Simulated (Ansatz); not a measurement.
# TiO2: the cost of one run

Method: DFT PBE+U+D3(BJ), scalar-relativistic, plane waves, PAW, in Ansatz 0.2.0.

18 further runs of the same task are left out: 1 for a known fault of the program, 17 set aside as unsound or not needed.

## (1) The starting structure

The structure is trigonal, space group R-3m (No. 166). Conventional cell: a = 3.008 Å, b = 3.008 Å, c = 14.686 Å, α = 90.00°, β = 90.00°, γ = 120.00°. Around Ti (site symmetry -3m) lie 6 O at 1.98 Å. Around O (site symmetry 3m) lie 3 Ti at 1.98 Å.

As a file:

```
Ti O
1.0
     1.50404    0.86836    4.89520
    -1.50404    0.86836    4.89520
     0.00000   -1.73672    4.89520
Ti O
1 2
Direct
  0.00000 0.00000 0.00000
  0.60176 0.60176 0.60176
  0.39824 0.39824 0.39824
```

It goes back to an entry of the Materials Project, which need not be the stable form.

It is the result of an earlier relaxation at this level (volume 12.79 Å³/atom; gap on the mesh: 2.93 eV).

## (2) What is varied

The energy is mapped over volume and the cell's shape.

The axes are (1) volume per atom: 7 values from 11.25 to 14.32 Å³; (2) c/a of the conventional cell: 7 values from 4.070 to 5.856.

Nothing else is relaxed (fractional coordinates fixed). Energies count from the relaxed crystal. Points are written as (first, second).

## (3) Point (13.30 Å³, 4.070)

The input, input.yaml:

```yaml
crystal:
  lattice:
    - [1.6191308254, 0.9348056179, 4.3929178134]
    - [-1.6191308254, 0.9348056179, 4.3929178134]
    - [0.0, -1.8696112358, 4.3929178134]
  atoms:
    - { symbol: Ti, position: [0.0, 0.0, 0.0] }
    - { symbol: O, position: [0.6017580785, 0.6017580785, 0.6017580785] }
    - { symbol: O, position: [0.3982419215, 0.3982419215, 0.3982419215] }
basis:
  ecutwfc: 520.0
kpoints:
  mp_grid: { grid: [12, 12, 12] }
hamiltonian:
  xc: pbe
  pseudopotentials: { kind: paw, azcp: { folder: soft_1 } }
  dispersion: d3bj
  hubbard: { sites: [{ species: Ti, l: d, u_eff: 4.0 }] }
scf:
  occupations: { method: gaussian, width: 0.05 }
output:
  forces: true
  stress: true
  eigenvalues: true
```

Run with:

```
ansatz run input.yaml --threads 1 --pin off --max-ram 2048MiB --backend cpu --events-out ev --progress --plain --runs-dir out
```

What time and memory should one allow on 1 thread of Arm Neoverse N1, shared host?

About 26 s, with a peak of 0.51 GiB.
